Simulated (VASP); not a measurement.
Crystal: In.

```
In
1.0
    -1.65675    1.65675    2.33251
     1.65675   -1.65675    2.33251
     1.65675    1.65675   -2.33251
In
1
Direct
  0.00000 0.00000 0.00000
```

Base run:

- Program: VASP 6.6.1
- Functional: r2SCAN
- Potentials or basis: VASP PAW PBE potentials, release 64 (In_d)
- Cutoff: 520 eV
- k mesh: 18 × 18 × 18
- Occupations: gaussian, width 0.1 eV
- Spin: no spin polarisation

Its results: band gap on the k mesh none (metal or under the smearing width); pressure 1.2 GPa.

Question: The run is repeated on the same cell with these changes: functional from r2SCAN to PBEsol; cutoff from 520 eV to 700 eV. What comes out?

Answer: Band gap on the k mesh none (metal or under the smearing width); pressure 0.0 GPa.

Caveats: the PAW data sets were made with another functional, which shifts forces and pressure a little.

Not every run made on this cell is shown here.
